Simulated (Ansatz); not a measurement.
SrO, DFT, LDA, all-electron LAPW, scalar-relativistic (Ansatz 0.2.0), run on 1 thread of Arm Neoverse V2 on a shared host.

The geometry is COD entry 1100027, unchecked; take it as a test cell. It is an old determination, and later ones may differ.

Command: `ansatz run input.yaml --threads 1 --pin off --max-ram 3072MiB --backend cpu --events-out ev --progress --plain --runs-dir out`

```yaml
crystal:
  lattice:
    - [0.0, 2.5698, 2.5698]
    - [2.5698, 0.0, 2.5698]
    - [2.5698, 2.5698, 0.0]
  atoms:
    - { symbol: Sr, position: [0.0, 0.0, 0.0] }
    - { symbol: O, position: [0.5, 0.5, 0.5] }
kpoints:
  mp_grid: { grid: [8, 8, 8] }
  band_path:
    path:
      - [0.0, 0.0, 0.0]
      - [0.5, 0.0, 0.5]
      - [0.625, 0.25, 0.625]
      - [0.375, 0.375, 0.75]
      - [0.0, 0.0, 0.0]
      - [0.5, 0.5, 0.5]
      - [0.5, 0.25, 0.75]
      - [0.5, 0.0, 0.5]
    npoints: 14
scf:
  occupations: { method: fermi_dirac, width: 0.02 }
hamiltonian:
  xc: lda
  pseudopotentials: { kind: all_electron, lapw: { basis_error: 0.00025 } }
output:
  forces: true
  stress: true
  eigenvalues: true
  populations: true
  dos: { projected: true, de: 0.2, e_range: [-14, 8] }
```

**Question.** How large is the problem that the program sets up?

**Answer.** 29 irreducible k-points, 331 plane waves at Γ, 21 bands.

**Question.** About how long does it take, and how much memory does it use?

**Answer.** 9.1 s of wall time for 8 SCF iterations, with a peak of 0.28 GiB. Times on shared machines scatter by tens of per cent.

**Question.** And the same cell and mesh by PAW with the default files, asked for forces, stress, eigenvalues, efg, populations, bader, dos, write_density, write_potential, elf and the same band path, on the same hardware?

**Answer.** 7.9 s, peak memory 0.3 GiB.

**Question.** And the same cell and mesh by crystal-made all-electron datasets, asked for forces, stress, eigenvalues, efg and the same band path, on the same hardware?

**Answer.** 4.9 s, peak memory 0.35 GiB.
